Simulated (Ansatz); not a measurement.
Crystal: CdF2.

```
Cd F
1.0
     0.00000    2.69400    2.69400
     2.69400    0.00000    2.69400
     2.69400    2.69400    0.00000
Cd F
1 2
Direct
  0.00000 0.00000 0.00000
  0.75000 0.75000 0.75000
  0.25000 0.25000 0.25000
```

Base run:

- Program: Ansatz 0.2.0
- Functional: PBE0
- Potentials or basis: Ansatz PAW
- Cutoff: 420 eV (not typed: the program's choice for these potentials)
- k mesh: 5 × 5 × 5
- Occupations: fermi-dirac, width 0.05 eV
- Spin: no spin polarisation

Its results: band gap on the k mesh 6.05 eV, indirect (least direct gap 6.54 eV); pressure 1.5 GPa.

**Question.** The run is repeated on the same cell with these changes: functional from PBE0 to r2SCAN0; cutoff from 420 eV (not typed: the program's choice for these potentials) to 500 eV (not typed: the program's choice for these potentials). What comes out?

**Answer.** Band gap on the k mesh 6.52 eV, indirect (least direct gap 7.02 eV); pressure -1.9 GPa.

Caveats: the k mesh misses the band edges, so the gap on the mesh is wider than the one along the path; the PAW data sets come from PBE, with cores solved anew for the run's functional, which leaves a small shift of forces and pressure; the thresholds are loose for stress.
